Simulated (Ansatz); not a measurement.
## Lattice vibrations of C at Γ at 2 GPa

Level of theory: Ansatz, DFT PBEsol, scalar-relativistic, plane waves, PAW. Plane waves to 420 eV; Γ-centred k mesh 18×18×6; Fermi-Dirac smearing of 0.15 eV. No spin polarisation. Phonons by linear response, acoustic sum rule imposed.

The cell, relaxed at 2 GPa:
```xyz
4
Lattice="1.2277 -2.1251 0.0000 1.2277 2.1251 0.0000 0.0000 0.0000 6.6524" Properties=species:S:1:pos:R:3 pbc="T T T"
C     1.2277    1.7710    4.9893
C     1.2277   -0.3541    1.6631
C     1.2277   -1.7710    1.6631
C     1.2277    0.3541    4.9893
```

In a metal, frequencies and elastic constants depend on the k mesh and the smearing, soft modes and shear constants most. The crystal is built of layers and no dispersion correction was added, so the binding between them is poorly described, and with it their spacing and whatever depends on it.

**Question.** Is this structure stable against zone-centre distortions?

**Answer.** No: 1 of the 9 optical modes are imaginary.

**Question.** List the optical modes at Γ (i marks imaginary ones).

**Answer.**
| frequency (meV) | degeneracy |
| --- | --- |
| 4.7i | 1 |
| 7.0 | 1 |
| 15.5 | 1 |
| 107.5 | 1 |
| 108.0 | 1 |
| 196.0 | 1 |
| 196.6 | 1 |
| 196.7 | 1 |
| 198.1 | 1 |

This form isn't the element's structure at ambient conditions. The bands only touch here, so at this level the crystal is a zero-gap semiconductor or semimetal, not an ordinary metal.

Cost: 1 run of about 0.84 core-minutes, on Arm Neoverse V1 (shared hosts).